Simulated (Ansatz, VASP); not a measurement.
One calculation of As, two programs

```xyz
1
Lattice="2.7037 0.0000 0.0000 0.0000 2.7037 0.0000 0.0000 0.0000 2.7037" Properties=species:S:1:pos:R:3 pbc="T T T"
As    1.3518    1.3518    1.3518
```

This isn't the form of As at room conditions, which is rhombohedral.

Alike in both runs: task relaxation of cell and atoms; functional PBEsol; dispersion D3(BJ); k mesh 10 × 10 × 10; occupations fermi-dirac, width 0.05 eV; no spin polarisation.

|  | VASP | Ansatz |
| --- | --- | --- |
| version | VASP 6.6.1 | Ansatz 0.2.0 |
| potentials or method | VASP PAW PBE potentials, release 64 (As) | Ansatz PAW |
| plane-wave cutoff (eV) | 600 | 420 |
| valence electrons in the cell | 5 | 15 |

Ansatz gave:

| Item | Value |
| --- | --- |
| gap on the k mesh at the Fermi level, each at its own relaxed structure (eV) | none |
| relaxed volume (Å³/atom) | 18.70 |
| relaxed cell length with the largest relative difference (Å) | 2.654 |
| energy change over the relaxation (meV/atom) | -17 |

Task: What did VASP give for the same quantities?

Result: gap on the k mesh at the Fermi level, each at its own relaxed structure (eV): none; relaxed volume (Å³/atom): 18.78; relaxed cell length with the largest relative difference (Å): 2.658; energy change over the relaxation (meV/atom): -15.

A gap of «none» marks a metal or a gap that the smearing closes. The two sets of potentials don't hold the same shells in valence.

Caveats: pairwise dispersion overbinds metals, which lowers pressure and volume; the PAW data sets were made with another functional, which shifts forces and pressure a little (VASP); the plane-wave basis is chosen anew once the cell has moved, so the energies of steps on either side of that aren't comparable (Ansatz); the PAW data sets come from PBE, with cores solved anew for the run's functional, which leaves a small shift of forces and pressure (Ansatz).
